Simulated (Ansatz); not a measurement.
# How much does Sn in Nb(100), 2x2 scatter?, part 3 of 3

Aim: the resistance that Sn in Nb(100), 2x2 adds to the host.

Ansatz 0.2.0; Ansatz plane-wave DFT, PBE, PAW files; ballistic transport by layer matching (Landauer), zero bias; PAW set soft_1 (the session's first sound run).

So far, resistivity per at.% scaled from this dense plane, with the factor 3/4 for isotropic scattering (µΩ cm): step 3 (resistance at ideal sites) 4.60.

## Step 5: Transmission after relaxation, relaxed yes

The transmission is solved again on the relaxed atoms.

This step: Ansatz plane-wave DFT, PBE, PAW files; ballistic transport by layer matching (Landauer), zero bias; PAW set soft_1 (Ansatz 0.2.0).

File input.yaml:

```yaml
crystal:
  lattice:
    - [6.6126, 0.0, 0.0]
    - [0.0, 6.6126, 0.0]
    - [0.0, 0.0, 29.7567]
  atoms:
    - { symbol: Nb, position: [0.0, 0.0, 0.0277777778] }
    - { symbol: Nb, position: [0.0, 0.5, 0.0277777778] }
    - { symbol: Nb, position: [0.5, 0.0, 0.0277777778] }
    - { symbol: Nb, position: [0.5, 0.5, 0.0277777778] }
    - { symbol: Nb, position: [0.25, 0.25, 0.0833333333] }
    - { symbol: Nb, position: [0.25, 0.75, 0.0833333333] }
    - { symbol: Nb, position: [0.75, 0.25, 0.0833333333] }
    - { symbol: Nb, position: [0.75, 0.75, 0.0833333333] }
    - { symbol: Nb, position: [0.0, 0.0, 0.1388888889] }
    - { symbol: Nb, position: [0.0, 0.5, 0.1388888889] }
    - { symbol: Nb, position: [0.5, 0.0, 0.1388888889] }
    - { symbol: Nb, position: [0.5, 0.5, 0.1388888889] }
    - { symbol: Nb, position: [0.25, 0.25, 0.1944444444] }
    - { symbol: Nb, position: [0.25, 0.75, 0.1944444444] }
    - { symbol: Nb, position: [0.75, 0.25, 0.1944444444] }
    - { symbol: Nb, position: [0.75, 0.75, 0.1944444444] }
    - { symbol: Nb, position: [0.0, 0.0, 0.25] }
    - { symbol: Nb, position: [0.0, 0.5, 0.25] }
    - { symbol: Nb, position: [0.5, 0.0, 0.25] }
    - { symbol: Nb, position: [0.5, 0.5, 0.25] }
    - { symbol: Nb, position: [0.25, 0.25, 0.3049122222] }
    - { symbol: Nb, position: [0.25, 0.75, 0.3054232974] }
    - { symbol: Nb, position: [0.75, 0.25, 0.3054232974] }
    - { symbol: Nb, position: [0.75, 0.75, 0.3049609724] }
    - { symbol: Nb, position: [0.0011760532, 0.0011760532, 0.3609957726] }
    - { symbol: Nb, position: [0.0011760532, 0.4988239468, 0.3609957726] }
    - { symbol: Nb, position: [0.4988239468, 0.0011760532, 0.3609957726] }
    - { symbol: Nb, position: [0.4988239468, 0.4988239468, 0.3609957726] }
    - { symbol: Nb, position: [0.25, 0.25, 0.417320705] }
    - { symbol: Nb, position: [0.25, 0.75, 0.4164436476] }
    - { symbol: Nb, position: [0.75, 0.25, 0.4164436476] }
    - { symbol: Nb, position: [0.75, 0.75, 0.4135620487] }
    - { symbol: Nb, position: [-0.0066327742, -0.0066327742, 0.4709912142] }
    - { symbol: Nb, position: [-0.0066327742, 0.5066327742, 0.4709912142] }
    - { symbol: Nb, position: [0.5066327742, -0.0066327742, 0.4709912142] }
    - { symbol: Nb, position: [0.5066327742, 0.5066327742, 0.4709912142] }
    - { symbol: Sn, position: [0.25, 0.25, 0.5276275216] }
    - { symbol: Nb, position: [0.25, 0.75, 0.5276171551] }
    - { symbol: Nb, position: [0.75, 0.25, 0.5276171551] }
    - { symbol: Nb, position: [0.75, 0.75, 0.5276527101] }
    - { symbol: Nb, position: [-0.0066158855, -0.0066158855, 0.5842599637] }
    - { symbol: Nb, position: [-0.0066158855, 0.5066158855, 0.5842599637] }
    - { symbol: Nb, position: [0.5066158855, -0.0066158855, 0.5842599637] }
    - { symbol: Nb, position: [0.5066158855, 0.5066158855, 0.5842599637] }
    - { symbol: Nb, position: [0.25, 0.25, 0.6379379368] }
    - { symbol: Nb, position: [0.25, 0.75, 0.6388275472] }
    - { symbol: Nb, position: [0.75, 0.25, 0.6388275472] }
    - { symbol: Nb, position: [0.75, 0.75, 0.6417248237] }
    - { symbol: Nb, position: [0.0012121049, 0.0012121049, 0.6942871619] }
    - { symbol: Nb, position: [0.0012121049, 0.4987878951, 0.6942871619] }
    - { symbol: Nb, position: [0.4987878951, 0.0012121049, 0.6942871619] }
    - { symbol: Nb, position: [0.4987878951, 0.4987878951, 0.6942871619] }
    - { symbol: Nb, position: [0.25, 0.25, 0.75] }
    - { symbol: Nb, position: [0.25, 0.75, 0.75] }
    - { symbol: Nb, position: [0.75, 0.25, 0.75] }
    - { symbol: Nb, position: [0.75, 0.75, 0.75] }
    - { symbol: Nb, position: [0.0, 0.0, 0.8055555556] }
    - { symbol: Nb, position: [0.0, 0.5, 0.8055555556] }
    - { symbol: Nb, position: [0.5, 0.0, 0.8055555556] }
    - { symbol: Nb, position: [0.5, 0.5, 0.8055555556] }
    - { symbol: Nb, position: [0.25, 0.25, 0.8611111111] }
    - { symbol: Nb, position: [0.25, 0.75, 0.8611111111] }
    - { symbol: Nb, position: [0.75, 0.25, 0.8611111111] }
    - { symbol: Nb, position: [0.75, 0.75, 0.8611111111] }
    - { symbol: Nb, position: [0.0, 0.0, 0.9166666667] }
    - { symbol: Nb, position: [0.0, 0.5, 0.9166666667] }
    - { symbol: Nb, position: [0.5, 0.0, 0.9166666667] }
    - { symbol: Nb, position: [0.5, 0.5, 0.9166666667] }
    - { symbol: Nb, position: [0.25, 0.25, 0.9722222222] }
    - { symbol: Nb, position: [0.25, 0.75, 0.9722222222] }
    - { symbol: Nb, position: [0.75, 0.25, 0.9722222222] }
    - { symbol: Nb, position: [0.75, 0.75, 0.9722222222] }
kpoints:
  mp_grid: { grid: [4, 4, 1] }
hamiltonian:
  xc: pbe
  pseudopotentials: { kind: paw, azcp: { folder: soft_1 } }
scf:
  occupations: { method: fermi_dirac, width: 0.1 }
output:
  transmission: { leads: [[0, 4]], kmesh: [8, 8], e_range: [-0.05, 0.05], de: 0.05 }
  write_potential: true
  write_density: true
  volumetric_format: npy
```

On the command line:

```bash
> ansatz run input.yaml --threads 4 --pin off --max-ram 15360MiB --backend cpu --events-out ev --progress --plain --runs-dir out
```

Numbers of over 12 decimals in the logs are rounded to 6 here.

The program printed:

```text
[...]
Crystal: 72 atoms, lattice volume = 1301.156 Å³
Basis set: ecut = 420 eV, 25467 PW (Γ)
Bands: 563, of which v1, the nominal top of the filled ones, is band 469 counted from 1 (468 counted from 0)
Symmetry: 8 space group operations
[...]
k-points: 6 of 16
[...]
SCF iter   1: F=—  HF=-329318.002772 eV  |F-HF|=—  |Δ(HF+E_count)|=         —  Δρ=1.02e-1  dr2=8.29e3  ethr=3.10e-3  ⟨swp⟩=7.0  Hψ=14290  notcnv=0
[...]
SCF iter  11: F=-329240.879479 eV  HF=-329240.879479 eV  |F-HF|=3.77e-8  |Δ(HF+E_count)|=   1.39e-8  Δρ=6.93e-7  dr2=4.07e-8  ethr=1.07e-11  ⟨swp⟩=11.3  Hψ=14218  notcnv=0
SCF 1 converged in 11 iterations: F = -329240.879479 eV  dr2 = 4.07e-8
[...]
transmission: 90 of 825 steps passed
transmission: 165 of 825 steps passed
[...]
transmission: 825 of 825 steps passed
SCF converged after 11 iterations
Free energy (F): -329240.879479 eV
[...]
Internal energy: -329237.579943 eV  (E = F + TS)
E sigma→0 (E₀):  -329239.229711 eV
Entropy (-TS):   -3.299536 eV (-45.827 meV/atom)
Fermi energy:    17.753989 eV
[...]
--- Band table (eV; the first three rows and the last of 6) ---
  k-point 0: bands = [... 465 lower, 18.1725, 18.2015, 18.2831, 18.2831, 18.3743, 18.4166, 18.4268, 18.4268, ... 90 higher]
  k-point 1: bands = [... 465 lower, 18.0206, 18.0333, 18.0507, 18.0610, 18.0646, 18.0669, 18.0923, 18.1571, ... 90 higher]
  k-point 2: bands = [... 465 lower, 17.6757, 17.6860, 17.6946, 17.6964, 17.7018, 17.7113, 17.7137, 17.7283, ... 90 higher]
  k-point 5: bands = [... 465 lower, 17.1473, 17.1490, 17.1616, 17.1616, 17.2186, 17.2186, 17.2227, 17.2227, ... 90 higher]
--- Transmission ---
  basis      : 385 plane waves across, 55 finite elements along
  points     : 15, standing for a mesh of 8 x 8
[...]
channels       : 1.060938e1 a spin
[...]
junction   : crystal 0 to crystal 0, 0.70 to 28.80 Å
    transmission   : 6.727459e0 a spin
[...]
```

Elapsed: 15 min, on 4 threads of Arm Neoverse V1, shared host; peak memory 9.3 GiB; 52 min of CPU time.

Numbers from this step:

```yaml
free_energy: -329240.8795 eV
energy_at_zero_smearing: -329239.2297 eV
transmission_per_spin_nearest_the_fermi_level: 6.727
step_of_the_lead_s_potential: 2.4 meV
```

Per spin. Table of transmission, zone mean by energy, zero at the Fermi level:

```
energy (eV)  transmission, zone mean
    -0.0500                     7.11
     0.0000                     6.73
     0.0500                     6.48
```

Transmission over k1 and k2. At 0.0000 eV from the Fermi level.

Ten even steps from '0' (2.13) to '9' (8.89):
```
03589853
35689865
58888888
89988899
58888888
35689865
03589853
00358530
```
Columns: k1 (b1) from -0.5 to 0.375; rows upwards: k2 (b2) from -0.5 to 0.375.

Over the solved energies the transmission per spin lies between 6.48 and 7.11, out of 10.7 channels of the lead on average (up to 11.4).

## Step 6: Resistance after relaxation

This step: Ansatz plane-wave DFT, PBE, PAW files; ballistic transport by layer matching (Landauer), zero bias; area resistance of the defect plane and resistivity an atomic per cent; PAW set soft_1 (Ansatz 0.2.0).

This step gave:

```yaml
area_resistance: 0.3073 fΩ m²
t_over_the_leads_mean_channel_count: 0.6311
resistivity_per_at_scaled_from_this_dense_plane_with_the_factor_3_over_4_for_isotropic_scattering: 5.577 µΩ cm
```

Averaged over the energies near the Fermi level, 63.1 % of the channels pass, which makes 0.307 fΩ m², against 0.253 on ideal sites.

## Step 7: What came out

* share of channels that pass, rigid: 0.675
* area resistance, rigid: 0.253 fΩ m²
* resistivity per at.% from the area resistance, times 3/4, rigid: 4.60 µΩ cm
* share of channels that pass, relaxed: 0.631
* area resistance, relaxed: 0.307 fΩ m²
* resistivity per at.% from the area resistance, times 3/4, relaxed: 5.58 µΩ cm

What this shows: The plane of defects adds 0.31 fΩ m². Scaled to one atomic per cent that is 7.4 µΩ cm as it stands and 5.6 with the factor 3/4 for isotropic scattering on a spherical Fermi surface; with the reflection in place of the resistance taken as linear in the density it would be 3.5. These are rough estimates of the dilute value, not bounds. One Sn in each 2x2 cell reflects 37 % of the lead's channels. The relaxed cell differs by 21 % in resistance; between the two runs the lead's own channel count goes from 10.7 to 10.7, so the change comes from the moved atoms. The defects form a dense periodic sheet that scatters coherently, unlike a dilute random alloy. T and N are means over the solved energies nearest the Fermi level.

[Logs are printed without paths, hosts, clocks, repeated set-up lines and the standing remarks that a program may print on its own settings, such as how far it seeks lower states.]

[Hosts, paths, dates, database ids (printed as entryN), source tags and the programs' standing remarks are cut or masked in the printed files.]
